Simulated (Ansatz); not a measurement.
# One structure, 3 elements: Li2O, Li2S, Li2Se

Plane-wave DFT in Ansatz with scalar-relativistic PAW potentials, cutoff 420 eV, Γ-centred meshes chosen by cell and gap, Gaussian smearing with energies taken to zero width. Every cell was relaxed (cell and atoms) in a run of its own, within the symmetry of its start. Functional: PBEsol.

All members share space group Fm-3m and the same sites; only the element on one set of sites changes (O, S, Se). Members needn't be the stable form of their composition. Energies over the elements, where given, are against the elements' standard states in the same functional (H₂, N₂, O₂ and halogens uncorrected, Hg as a solid). The first member:

Space group Fm-3m (No. 225). a = 4.580 Å, b = 4.580 Å, c = 4.580 Å, α = 90.00°, β = 90.00°, γ = 90.00°
| atom | site | symmetry | x | y | z |
| --- | --- | --- | --- | --- | --- |
| Li | 8c | -43m | 0.2500 | 0.7500 | 0.7500 |
| O | 4a | m-3m | 0.0000 | 0.0000 | 0.0000 |

```tsv
compound	V (Å³/atom)	a (Å)	gap on mesh (eV)	energy over elements (eV/atom)
Li2O	8.01	4.580	4.88	-1.868
Li2Se	17.51	5.945	2.82	-1.258
```

Q: Predict the member with S.

A: V (Å³/atom) 15.07, a (Å) 5.655, gap on mesh (eV) 3.20, energy over elements (eV/atom) -1.358. Interpolating linearly in period between O and Se would give 12.76 Å³/atom (15.3 % too small) and a gap of 3.85 eV, with -1.563 eV/atom over the elements. Over the whole series the volume grows at each step down the group; the gap narrows; binding against the elements weakens. The p levels of the anion rise down the group and lift the valence band, the usual cause of such narrowing. Less electronegative, larger anions gain less from charge transfer and lattice energy, in line with the weaker binding.